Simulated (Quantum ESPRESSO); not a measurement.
# As (R-3m) in Quantum ESPRESSO: convergence with wavefunction cutoff

Aim: find how far wavefunction cutoff must go before the results for As settle, at PBE. This setting moves, with any that are tied to it; all else stays.

Everything below comes from runs of Quantum ESPRESSO 7.5. Logs are shortened: lines on timing, memory, paths and dates and some standing lists are left out, and cuts for length are marked.

**1. Starting point**

Symmetry: R-3m, No. 166, trigonal system. The conventional cell has a = 3.762 Å, b = 3.762 Å, c = 10.542 Å, α = 90.00°, β = 90.00°, γ = 120.00°. Around As (site symmetry 3m) lie 3 As at 2.51 Å.

**2. With wavefunction cutoff 42 Ry**

The input, pw.in:

```
&CONTROL
  calculation = 'scf'
  prefix = 'pwscf'
  outdir = './tmp'
  pseudo_dir = './pseudo'
  tprnfor = .true.
  tstress = .true.
  disk_io = 'nowf'
/
&SYSTEM
  ibrav = 0
  nat = 2
  ntyp = 1
  ecutwfc = 42
  nbnd = 32
  occupations = 'smearing'
  smearing = 'mv'
  degauss = 0.00999582
/
&ELECTRONS
  conv_thr = 4d-10
  electron_maxstep = 120
  mixing_beta = 0.5
/
ATOMIC_SPECIES
As    74.9216 As.upf
CELL_PARAMETERS angstrom
   1.8807968987    1.0858785957    3.5140619945
  -1.8807968987    1.0858785957    3.5140619945
   0.0000000000   -2.1717571915    3.5140619945
ATOMIC_POSITIONS crystal
As     0.2260000000    0.2260000000    0.2260000000
As     0.7740000000    0.7740000000    0.7740000000
K_POINTS automatic
6 6 6 0 0 0
```

Potentials or basis: PseudoDojo 0.4 SR PBE stringent.

On the command line:

```bash
> OMP_NUM_THREADS=1 pw.x -in pw.in > pw.out
```

pw.out:

```text
This program is part of the open-source Quantum ESPRESSO suite
     for quantum simulation of materials; please cite
[... 9 lines left out ...]
     --------------------
     sticks:   dense  smooth     PW     G-vecs:    dense   smooth      PW
     Sum         663     663    217                10713    10713    1953

     Using Slab Decomposition

     bravais-lattice index     =            0
     lattice parameter (alat)  =       7.8065  a.u.
     unit-cell volume          =     290.5899 (a.u.)^3
     number of atoms/cell      =            2
     number of atomic types    =            1
     number of electrons       =        46.00
     number of Kohn-Sham states=           32
     kinetic-energy cutoff     =      42.0000  Ry
     charge density cutoff     =     168.0000  Ry
     scf convergence threshold =      4.0E-10
     mixing beta               =       0.5000
     number of iterations used =            8  plain     mixing
     Exchange-correlation= PBE
                           (   1   4   3   4   0   0   0)

     celldm(1)=   7.806459  celldm(2)=   0.000000  celldm(3)=   0.000000
     celldm(4)=   0.000000  celldm(5)=   0.000000  celldm(6)=   0.000000

     crystal axes: (cart. coord. in units of alat)
               a(1) = (   0.455289   0.262861   0.850656 )
               a(2) = (  -0.455289   0.262861   0.850656 )
               a(3) = (   0.000000  -0.525722   0.850656 )

     reciprocal axes: (cart. coord. in units 2 pi/alat)
               b(1) = (  1.098205  0.634049  0.391854 )
               b(2) = ( -1.098205  0.634049  0.391854 )
               b(3) = (  0.000000 -1.268098  0.391854 )

     PseudoPot. # 1 for As read from file:
     As.upf
     Pseudo is Norm-conserving + core correction, Zval = 23.0
     Generated using ONCVPSP code by D. R. Hamann
     Using radial grid of 1358 points,  6 beta functions with:
                l(1) =   0
                l(2) =   0
                l(3) =   1
                l(4) =   1
                l(5) =   2
                l(6) =   2

     atomic species   valence    mass     pseudopotential
     As               23.00    74.92160     As( 1.00)

     12 Sym. Ops., with inversion, found

   Cartesian axes

     site n.     atom                  positions (alat units)
         1        As     tau(   1) = (  -0.0000000  -0.0000000   0.5767451  )
         2        As     tau(   2) = (   0.0000000  -0.0000000   1.9752244  )

     number of k points=    32  Marzari-Vanderbilt smearing, width (Ry)=  0.0100
                       cart. coord. in units 2pi/alat
        k(    1) = (   0.0000000   0.0000000   0.0000000), wk =   0.0092593
        k(    2) = (   0.0000000  -0.2113496   0.0653090), wk =   0.0555556
        k(    3) = (   0.0000000  -0.4226992   0.1306181), wk =   0.0555556
        k(    4) = (   0.0000000   0.6340488  -0.1959271), wk =   0.0277778
        k(    5) = (  -0.1830341  -0.1056748   0.1306181), wk =   0.0555556
        k(    6) = (  -0.1830341  -0.3170244   0.1959271), wk =   0.1111111
[... 24 lines left out ...]
        k(   31) = (   0.9151706   0.3170244  -0.1959271), wk =   0.0555556
        k(   32) = (   0.0000000   0.0000000  -0.5877813), wk =   0.0092593

     Dense  grid:    10713 G-vectors     FFT dimensions: (  36,  36,  36)

     Check: negative core charge=   -0.005477

     Initial potential from superposition of free atoms

     starting charge      45.9995, renormalised to      46.0000
     Starting wfcs are   26 randomized atomic wfcs +    6 random wfcs

     Self-consistent Calculation

     iteration #  1     ecut=    42.00 Ry     beta= 0.50
     Davidson diagonalization with overlap
     ethr =  1.00E-02,  avg # of iterations =  6.1

     total energy              =   -1191.44856303 Ry
     estimated scf accuracy    <       8.91221028 Ry

     iteration #  2     ecut=    42.00 Ry     beta= 0.50
     Davidson diagonalization with overlap
     ethr =  1.00E-02,  avg # of iterations =  2.0
[... 50 lines left out ...]
     total energy              =   -1191.94635886 Ry
     estimated scf accuracy    <          4.6E-10 Ry

     iteration # 10     ecut=    42.00 Ry     beta= 0.50
     Davidson diagonalization with overlap
     ethr =  9.90E-13,  avg # of iterations =  2.0

     End of self-consistent calculation

          k = 0.0000 0.0000 0.0000 (  1333 PWs)   bands (ev):

  -206.3989-206.3744-133.0968-133.0968-133.0427-133.0427-132.4290-131.7931
   -26.2767 -26.2767 -25.9877 -25.9877 -25.9835 -25.1033 -24.3991 -24.3991
   -23.7101 -23.7101  -4.4745   3.2873  10.1917  10.8895  10.8895  14.2420
    15.8006  15.8006  19.0066  19.6664  19.6664  19.8261  20.3936  22.1773

          k = 0.0000-0.2113 0.0653 (  1325 PWs)   bands (ev):

  -206.3840-206.3656-133.0392-132.8880-132.7253-132.4872-132.2035-132.0688
   -25.7861 -25.5935 -25.5853 -25.5496 -25.0512 -24.9102 -24.4227 -24.3817
   -24.1633 -24.1064  -4.1129   2.5528  10.1189  10.5357  10.6319  14.1069
    14.9499  15.4639  18.0186  18.8079  19.8896  21.9203  23.5295  24.2545

          k = 0.0000-0.4227 0.1306 (  1333 PWs)   bands (ev):

  -206.3889-206.3870-132.9760-132.9341-132.8836-132.8144-132.5211-132.4691
   -26.0547 -25.7287 -25.5928 -25.3347 -25.1409 -25.0913 -24.9156 -24.8470
   -24.7994 -24.3414  -3.0872   0.7918   9.6191  10.2029  10.9846  12.3335
    13.7336  14.5163  18.8994  20.6790  22.0841  24.7195  26.7246  27.9558

          k = 0.0000 0.6340-0.1959 (  1332 PWs)   bands (ev):

  -206.4034-206.3737-133.1379-133.1243-132.7067-132.6657-132.5998-132.3294
   -26.0832 -25.7313 -25.6885 -25.3954 -25.3417 -25.2278 -24.7715 -24.7419
   -24.5275 -24.3387  -1.9231  -0.7090   9.5667  10.0411  11.4523  11.5161
    12.8841  14.0242  20.8868  22.0033  24.2332  24.4542  25.1029  26.3702
[... 134 lines left out ...]
          k = 0.7321 0.2113-0.2612 (  1332 PWs)   bands (ev):

  -206.3997-206.3827-133.3716-133.0395-132.9018-132.6580-132.4557-132.3282
   -26.0341 -25.7412 -25.6101 -25.3755 -25.2909 -25.1848 -25.0185 -24.9002
   -24.7267 -24.3422  -1.7584  -0.0646   6.2117   7.3566  10.2058  14.6937
    16.3398  19.4900  19.5402  21.3570  24.1935  25.3811  26.8331  28.1646

          k = 0.7321-0.0000-0.1959 (  1328 PWs)   bands (ev):

  -206.3940-206.3790-133.2646-133.0644-132.7477-132.6491-132.4527-132.1344
   -26.2514 -25.6270 -25.4884 -25.2274 -25.2008 -24.9985 -24.9360 -24.6151
   -24.5062 -24.4578  -1.0642  -1.0031   6.5836   8.0195  10.4902  13.0720
    17.4904  17.9789  19.3758  20.0637  23.9720  25.0930  26.2675  27.1167

          k = 0.5491 0.3170-0.1959 (  1334 PWs)   bands (ev):

  -206.4058-206.3823-133.2993-133.2948-132.9791-132.5782-132.5522-132.3240
   -26.4815 -25.9199 -25.5381 -25.3700 -25.3284 -25.1746 -25.0673 -24.8583
   -24.5873 -24.4546  -2.0000   0.1184   6.5258   8.6702   8.7886  14.2857
    17.2823  17.9284  18.3241  23.7585  24.9238  25.0157  27.0662  27.2365
[... 36 lines left out ...]
          k = 0.0000 0.0000-0.5878 (  1358 PWs)   bands (ev):

  -206.4639-206.3791-134.0951-133.8660-133.8660-133.1474-132.4687-132.4687
   -26.9761 -26.6682 -26.6682 -26.4505 -26.4505 -25.4176 -25.3764 -25.3764
   -24.6127 -24.6127  -3.3047   0.3869  10.3394  11.2279  11.2279  13.4518
    13.4518  13.6653  20.0704  23.9611  23.9875  23.9875  24.2758  24.2758

     the Fermi energy is    11.9840 ev

!    total energy              =   -1191.94635886 Ry
     estimated scf accuracy    <          3.0E-11 Ry
     smearing contrib. (-TS)   =      -0.00005010 Ry
     internal energy E=F+TS    =   -1191.94630876 Ry

     The total energy is F=E-TS. E is the sum of the following terms:
     one-electron contribution =    -957.07713171 Ry
     hartree contribution      =     432.92952496 Ry
     xc contribution           =    -105.08016720 Ry
     ewald contribution        =    -562.71853482 Ry

     convergence has been achieved in  10 iterations

     Forces acting on atoms (cartesian axes, Ry/au):

     atom    1 type  1   force =    -0.00000000   -0.00000000    0.16425906
     atom    2 type  1   force =     0.00000000    0.00000000   -0.16425906

     Total force =     0.232297     Total SCF correction =     0.000015

     Computing stress (Cartesian axis) and pressure

          total   stress  (Ry/bohr**3)                   (kbar)     P=   -40249.31
  -0.27351336  -0.00000000  -0.00000000       -40235.21       -0.00       -0.00
  -0.00000000  -0.27351336  -0.00000000           -0.00   -40235.21       -0.00
  -0.00000000  -0.00000000  -0.27380103           -0.00       -0.00   -40277.52

=------------------------------------------------------------------------------=
   JOB DONE.
=------------------------------------------------------------------------------=
```

Wall time 31 s (1 thread of Arm Neoverse V1, shared host); peak memory 0.06 GiB.

What came out:

```yaml
Free_energy: -16217.2564 eV
Pressure: -4024.9 GPa
Largest_force: 4.223 eV/Å
Band_gap_on_the_k_mesh: none (metal or under the smearing width)
```

**3. With wavefunction cutoff 52 Ry**

Changes to pw.in since step 2:

```diff
@@ -13,3 +13,3 @@
   ntyp = 1
-  ecutwfc = 42
+  ecutwfc = 52
   nbnd = 32
```

Potentials or basis: PseudoDojo 0.4 SR PBE stringent.

On the command line:

```bash
> OMP_NUM_THREADS=1 pw.x -in pw.in > pw.out
```

Wall time 31 s (1 thread of Arm Neoverse V1, shared host); peak memory 0.06 GiB.

Results:

```
Free energy            : -16476.6942 eV
Pressure               : -2029.1 GPa
Largest force          : 0.193 eV/Å
Band gap on the k mesh : none (metal or under the smearing width)
```

**4. With wavefunction cutoff 62 Ry**

Changes to pw.in since step 3:

```diff
@@ -13,3 +13,3 @@
   ntyp = 1
-  ecutwfc = 52
+  ecutwfc = 62
   nbnd = 32
```

On the command line:

```bash
> OMP_NUM_THREADS=1 pw.x -in pw.in > pw.out
```

Wall time 37 s (1 thread of Arm Neoverse V1, shared host); peak memory 0.08 GiB.

Results:

| Property | Result |
| --- | --- |
| Free energy | -16575.0296 eV |
| Pressure | -809.9 GPa |
| Largest force | 1.247 eV/Å |
| Band gap on the k mesh | none (metal or under the smearing width) |

**5. With wavefunction cutoff 73 Ry**

Changes to pw.in since step 4:

```diff
@@ -13,3 +13,3 @@
   ntyp = 1
-  ecutwfc = 62
+  ecutwfc = 73
   nbnd = 32
```

On the command line:

```bash
> OMP_NUM_THREADS=1 pw.x -in pw.in > pw.out
```

Run time: 54 s. Hardware: 1 thread of Arm Neoverse V1, shared host; peak memory 0.1 GiB.

What came out:

- Free energy: -16606.2610 eV
- Pressure: -207.1 GPa
- Largest force: 0.385 eV/Å
- Band gap on the k mesh: none (metal or under the smearing width)

**6. With wavefunction cutoff 83 Ry**

Changes to pw.in since step 5:

```diff
@@ -13,3 +13,3 @@
   ntyp = 1
-  ecutwfc = 73
+  ecutwfc = 83
   nbnd = 32
```

Potentials or basis: PseudoDojo 0.4 SR PBE stringent.

On the command line:

```bash
> OMP_NUM_THREADS=1 pw.x -in pw.in > pw.out
```

It took 63 s on 1 thread of Arm Neoverse V1, shared host; peak memory 0.11 GiB.

Results (log left out):

```
Free energy            : -16611.9800 eV
Pressure               : -36.9 GPa
Largest force          : 0.336 eV/Å
Band gap on the k mesh : none (metal or under the smearing width)
```

**7. With wavefunction cutoff 94 Ry**

Changes to pw.in since step 6:

```diff
@@ -13,3 +13,3 @@
   ntyp = 1
-  ecutwfc = 83
+  ecutwfc = 94
   nbnd = 32
```

On the command line:

```bash
> OMP_NUM_THREADS=1 pw.x -in pw.in > pw.out
```

Wall time 86 s (1 thread of Arm Neoverse V1, shared host); peak memory 0.13 GiB.

It converged, with:

| Quantity | Value |
| --- | --- |
| Free energy | -16612.8054 eV |
| Pressure | 0.6 GPa |
| Largest force | 0.322 eV/Å |
| Band gap on the k mesh | none (metal or under the smearing width) |

**8. With wavefunction cutoff 104 Ry**

Changes to pw.in since step 7:

```diff
@@ -13,3 +13,3 @@
   ntyp = 1
-  ecutwfc = 94
+  ecutwfc = 104
   nbnd = 32
```

On the command line:

```bash
> OMP_NUM_THREADS=1 pw.x -in pw.in > pw.out
```

Wall time 2 min (1 thread of Arm Neoverse V1, shared host); peak memory 0.15 GiB.

The run converged. Its results:

```
Free energy            : -16612.8418 eV
Pressure               : 3.6 GPa
Largest force          : 0.326 eV/Å
Band gap on the k mesh : none (metal or under the smearing width)
```

**9. With wavefunction cutoff 125 Ry**

Changes to pw.in since step 8:

```diff
@@ -13,3 +13,3 @@
   ntyp = 1
-  ecutwfc = 104
+  ecutwfc = 125
   nbnd = 32
```

Potentials or basis: PseudoDojo 0.4 SR PBE stringent.

On the command line:

```bash
> OMP_NUM_THREADS=1 pw.x -in pw.in > pw.out
```

Run time: 2 min. Hardware: 1 thread of Arm Neoverse V1, shared host; peak memory 0.19 GiB.

Results (log left out):

```yaml
Free_energy: -16612.8442 eV
Pressure: 3.6 GPa
Largest_force: 0.324 eV/Å
Band_gap_on_the_k_mesh: none (metal or under the smearing width)
```

**10. With wavefunction cutoff 156 Ry**

Changes to pw.in since step 9:

```diff
@@ -13,3 +13,3 @@
   ntyp = 1
-  ecutwfc = 125
+  ecutwfc = 156
   nbnd = 32
```

On the command line:

```bash
> OMP_NUM_THREADS=1 pw.x -in pw.in > pw.out
```

Wall time 2.2 min (1 thread of Arm Neoverse V1, shared host); peak memory 0.26 GiB.

It converged, with:

| Item | Value |
| --- | --- |
| Free energy | -16612.8487 eV |
| Pressure | 3.6 GPa |
| Largest force | 0.324 eV/Å |
| Band gap on the k mesh | none (metal or under the smearing width) |

**11. The series at a glance**

```tsv
wavefunction cutoff	energy less the tightest run, at zero smearing (meV/atom)	pressure (GPa)	largest force (eV/Å)	SCF cycles	CPU time (s)	peak memory (GiB)
42 Ry	197796.15	-4024.93	4.223	10	31	0.06
52 Ry	68077.24	-2029.12	0.193	9	31	0.06
62 Ry	18909.55	-809.87	1.247	8	37	0.08
73 Ry	3293.83	-207.14	0.385	8	54	0.1
83 Ry	434.36	-36.94	0.336	8	63	0.11
94 Ry	21.65	0.59	0.322	8	86	0.13
104 Ry	3.45	3.62	0.326	8	120	0.15
125 Ry	2.26	3.61	0.324	8	120	0.19
156 Ry	0.00	3.60	0.324	8	130	0.26
```

Against the tightest run, the pressure stays within 0.1 GPa from 104 Ry on; the largest force stays within 0.005 eV/Å from 94 Ry on. Not settled before the last step: the energy (to 1 meV/atom). The tightest run that finished is the yardstick and may itself not be fully converged.
